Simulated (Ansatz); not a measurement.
GaN in the wurtzite structure: a single-point calculation in Ansatz 0.2.0 (HSE06). The geometry is the r2SCAN minimum.

input.yaml:
```yaml
crystal:
  lattice:
    - [3.1831494038, 0.0, 0.0]
    - [-1.5915747019, 2.7566882477, 0.0]
    - [0.0, 0.0, 5.1836255107]
  atoms:
    - { symbol: Ga, position: [0.3333333333, 0.6666666667, -0.0008868064] }
    - { symbol: Ga, position: [0.6666666667, 0.3333333333, 0.4991131936] }
    - { symbol: "N", position: [0.3333333333, 0.6666666667, 0.3758868064] }
    - { symbol: "N", position: [0.6666666667, 0.3333333333, 0.8758868064] }
kpoints:
  mp_grid: { grid: [6, 6, 4] }
  band_path:
    path:
      - [0.0, 0.0, 0.0]
      - [0.5, 0.0, 0.0]
      - [0.3333333333, 0.3333333333, 0.0]
      - [0.0, 0.0, 0.5]
      - [0.5, 0.0, 0.5]
      - [0.3333333333, 0.3333333333, 0.5]
    npoints: 1
hamiltonian:
  xc: hse06
scf:
  occupations: { method: fixed }
  n_extra_bands: 5
output:
  forces: true
  stress: true
  eigenvalues: true
```

Run as `ansatz run input.yaml --threads 4 --pin off --max-ram 7372MiB --backend cpu --events-out ev --progress --plain --runs-dir out`. It took 37 s on 4 threads of Arm Neoverse V1, on a shared host, load about 0.8 per core; peak host memory 1.3 GiB.

The log, with set-up remarks and timings taken out:
```
Functional definition: HSE06
Crystal: 4 atoms, lattice volume = 45.486 Å³
Basis set: ecut = 420 eV, 893 PW (Γ)
Bands: 23, of which v1, the nominal top of the filled ones, is band 18 counted from 1 (17 counted from 0)
Symmetry: 12 space group operations
Space group: P63mc (ITA 186)
k-points: 21 of 144 (time reversal used)
Exchange kernel: α = 0.2500, screened, ω = 0.2079 Å⁻¹, Wigner–Seitz truncation, v(0) = 1044.1396 eV·Å³, q-mesh 6×6×4
preconditioner: auto → none  [insulator: Δε(μ)=3.147 eV  ℏωp=33.0 eV]
hybrid outer 1: dexx = +1.784e-2 eV, tail = 5.59e-5 eV
hybrid outer 2: dexx = +1.083e-6 eV, tail = 3.04e-8 eV, Δε = 3.51e-3 eV, ΔF = 2.84e-4 eV/Å
hybrid SCF converged: 2 outer / 12 inner (+2 warm-up)
Free energy (F): -8336.819620 eV
Fermi energy:    8.930703 eV
--- Forces (eV/Å), atoms counted from 1 ---
  atom   1  Ga      0.00000      0.00000    -0.01416
  atom   2  Ga      0.00000      0.00000    -0.01416
  atom   3  N       0.00000      0.00000      0.01412
  atom   4  N       0.00000      0.00000      0.01412
--- Stress (GPa, compression-positive) ---
        0.093715       0.000000       0.000000
        0.000000       0.093715       0.000000
        0.000000       0.000000      -0.307434
  P = ⅓ Tr σ = -0.0400 GPa (-0.400 kbar)
```

The file bands.tsv (bands near the Fermi energy, numbered from 0, rounded):
```tsv
# k_distance	band_13	band_14	band_15	band_16	band_17	band_18	band_19	band_20	band_21
# fermi_ev = 8.930703
# [0, 0, 0] at k_distance = 0.000000
# [0.5, 0, 0] at k_distance = 1.139626
# [0.3333333333, 0.3333333333, 0] at k_distance = 1.797589
# [0, 0, 0.5] at k_distance = 3.246372
# [0.5, 0, 0.5] at k_distance = 4.385997
# [0.3333333333, 0.3333333333, 0.5] at k_distance = 5.043961
# levels_relative_to = fermi_ev
0.000	-1.122	-1.122	-0.031	0.000	0.000	3.199	5.714	10.978	11.500
1.140	-5.664	-4.514	-2.962	-2.349	-1.079	6.368	6.995	7.438	10.489
1.798	-5.674	-5.674	-3.208	-3.208	-2.959	6.329	9.644	9.644	9.958
3.246	-4.119	-0.576	-0.576	-0.576	-0.576	5.684	5.684	10.094	10.094
4.386	-7.092	-2.099	-2.099	-2.034	-2.034	5.688	5.688	9.359	9.359
5.044	-6.582	-4.525	-4.525	-1.582	-1.582	7.903	7.903	8.721	8.721
```
In order the rows are Γ, M, K, A, L, H.

The HSE06 gap is direct at Γ: 3.20 eV. The mean stress, 0.0 GPa, is small, and the program warns that its thresholds are loose for a hybrid's stress.

Calculated for a static, non-magnetic cell.

The meshes of the hybrids are coarse, so their gaps aren't converged to the digits shown.
